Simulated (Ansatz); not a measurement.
Write a Python script for the Python package of Ansatz (0.2.0) that makes a calculation of the dielectric tensor and Born charges of InSe, space group R3m. Level of theory: PBEsol, PAW, the default cutoff (420 eV here), 6×6×6 k-points, fixed occupations.

```cif
data_structure
_symmetry_space_group_name_H-M 'P 1'
_symmetry_Int_Tables_number 1
_cell_length_a 8.7503
_cell_length_b 8.7503
_cell_length_c 8.7503
_cell_angle_alpha 26.425
_cell_angle_beta 26.425
_cell_angle_gamma 26.425
_cell_volume 116.95
loop_
_atom_site_label
_atom_site_type_symbol
_atom_site_fract_x
_atom_site_fract_y
_atom_site_fract_z
_atom_site_occupancy
In1 In 0.00000 0.00000 0.00000 1
In2 In 0.11140 0.11140 0.11140 1
Se1 Se 0.61650 0.61650 0.61650 1
Se2 Se 0.82810 0.82810 0.82810 1
```

The script, `inse_eps.py`:
```python
"""Response of InSe to an electric field."""

from dataclasses import dataclass

import ansatz
import numpy as np


@dataclass(frozen=True)
class Settings:
    functional: str = "PBEsol"
    kmesh: tuple[int, ...] = (6, 6, 6)
    filling: str = "fixed"


opts = Settings()

structure = (
    ansatz.Lattice.of((2.0, 1.154701, 8.44), (-2.0, 1.154701, 8.44), (0.0, -2.309401, 8.44))
    .atom("In", (0.0, 0.0, 0.0))
    .atom("In", (0.1114, 0.1114, 0.1114))
    .atom("Se", (0.6165, 0.6165, 0.6165))
    .atom("Se", (0.8281, 0.8281, 0.8281))
)

# an insulator: whole occupations
job = (
    structure.calculation()
    .functional(opts.functional)
    .kpoints(mesh=opts.kmesh)
    .pseudopotentials("paw")
    .occupations(opts.filling)
    .dielectric()
)
done = job.run(threads=1)
response = done.dielectric
eps = np.asarray(response.eps_inf)

print(f"mean eps_inf {np.trace(eps) / 3:.3f}, fraction of exact exchange 1/eps = {3 / np.trace(eps):.3f}")
print(np.array2string(eps, precision=3, suppress_small=True))
for index, (site, z) in enumerate(zip(done.lattice.sites, response.zstar_e)):
    print("Born charge tensor of", site.symbol, index)
    print(np.round(z, 3) + 0.0)
print(f"charge neutrality missed by {response.zstar_sum_residual_pre_e:.4f} e before the sum rule")
```

`python inse_eps.py` gives:
```text
DeckWarning: basis.ecutwfc = 420 eV, auto-derived from the records' recommended cutoffs: set by In (normal level)
mean eps_inf 8.768, fraction of exact exchange 1/eps = 0.114
[[ 8.379  0.    -0.   ]
 [ 0.     8.379  0.   ]
 [-0.     0.     9.545]]
Born charge tensor of In 0
[[2.36  0.    0.   ]
 [0.    2.36  0.   ]
 [0.    0.    1.207]]
Born charge tensor of In 1
[[2.406 0.    0.   ]
 [0.    2.406 0.   ]
 [0.    0.    1.142]]
Born charge tensor of Se 2
[[-2.391  0.     0.   ]
 [ 0.    -2.391  0.   ]
 [ 0.     0.    -1.214]]
Born charge tensor of Se 3
[[-2.375  0.     0.   ]
 [ 0.    -2.375  0.   ]
 [ 0.     0.    -1.135]]
charge neutrality missed by 0.0089 e before the sum rule
```
(Warnings from the package without file and line.)

Notes:
- With fixed filling the reported Fermi level is the top filled level among the k-points of the SCF.
- Of the deposited cell: the entry's cell lengths or inner coordinates differ somewhat from later room-temperature determinations.
- Averages over directions belong to no single polarisation, least of all in layered crystals.
- Pressure is positive in compression.
- The starting cell is as deposited in a crystallographic database; the results hold for this polymorph, which needn't be the stable one.
- This is the electronic (clamped-ion) response; a semilocal gap that is too small tends to raise it. The typed mesh is that of the SCF; the response is solved on denser meshes that the run picks.
- The whole script took 11 min on 1 thread of Arm Neoverse V1 (shared host), peak memory 2.2 GiB.
